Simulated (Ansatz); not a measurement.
The calculation used Ansatz, DFT PBE, scalar-relativistic, plane waves, PAW. Settings: cutoff 420 eV, Γ-centred meshes spaced at most about 0.3 Å⁻¹, and about 0.25 Å⁻¹ or finer for metals (2π included), Gaussian smearing. No spin polarisation.

Each guess is relaxed in cell and atoms at zero pressure, on a coarse mesh first where it starts far from rest and then on a converged one. The steps can't lower the symmetry of the start, but it can rise. Energies are static (0 K, no zero-point motion).

This guess for ZrB₂ isn't its lowest structure:

```yaml
crystal:
  lattice:
    - [2.32070, 1.33985, 3.88102]
    - [-2.32070, 1.33985, 3.88102]
    - [0.00000, -2.67971, 3.88102]
  atoms:
    - { symbol: Zr, position: [0.27959, 0.27959, 0.27959] }
    - { symbol: Zr, position: [0.72041, 0.72041, 0.72041] }
    - { symbol: B, position: [0.50000, 0.50000, 0.50000] }
    - { symbol: B, position: [0.00000, 0.00000, 0.00000] }
    - { symbol: B, position: [0.14097, 0.14097, 0.14097] }
    - { symbol: B, position: [0.85903, 0.85903, 0.85903] }
```

Question: Where does the relaxation end?

Answer: R-3m at 12.1 Å³/atom → R-3m at 12.3 Å³/atom. Conventional cell: a = 3.981 Å, c = 16.091 Å. Zr is surrounded by 4 B at 2.31–2.32 Å and 6 B at 2.62–2.70 Å; around B on a site of symmetry -3m lie 6 B at 2.53 Å and 6 Zr at 2.62 Å; B on a second site of symmetry -3m is surrounded by 2 B at 1.62 Å and 6 Zr at 2.70 Å; B on a site of symmetry 3m has 1 B at 1.62 Å, 4 Zr at 2.31–2.32 Å and 3 B at 2.53 Å.

```cif
data_structure
_symmetry_space_group_name_H-M 'R-3m:H'
_symmetry_Int_Tables_number 166
_cell_length_a 3.9810
_cell_length_b 3.9810
_cell_length_c 16.0907
_cell_angle_alpha 90.000
_cell_angle_beta 90.000
_cell_angle_gamma 120.000
_cell_volume 220.84
loop_
_atom_site_label
_atom_site_type_symbol
_atom_site_symmetry_multiplicity
_atom_site_Wyckoff_symbol
_atom_site_fract_x
_atom_site_fract_y
_atom_site_fract_z
_atom_site_occupancy
Zr1 Zr 6 c 0.33333 0.66667 0.91164 1
B1 B 3 b 0.66667 0.33333 0.83333 1
B2 B 3 a 0.00000 0.00000 0.00000 1
B3 B 6 c 0.33333 0.66667 0.76721 1
```

Question: Compare it with the lowest ZrB₂ structure at this level.

Answer: It lies 1.13 eV/atom above the lowest of the 13 forms computed, a structure that the Crystallography Open Database (COD) lists, of the AlB2 type. Space group P6/mmm (No. 191), hexagonal, a = 3.171 Å, c = 3.542 Å. Around Zr lie 12 B at 2.55 Å and 6 Zr at 3.17 Å; B is surrounded by 3 B at 1.83 Å and 6 Zr at 2.55 Å. That form has 10.3 Å³/atom and no gap on its mesh, nor has the guess's end. Counting B atoms around Zr (those within 1.25 times the shortest such distance or 1.15 times the sum of covalent radii; a plus sign parts nearer from farther groups), the guess's end has Zr 4+6 and the lowest form has Zr 12. The guess's end holds B–B units of three or more atoms (shortest 1.62 Å); the lowest form holds B–B nets (shortest 1.83 Å).

Some types were kept out of the candidates beforehand, so the set may lack a known form.
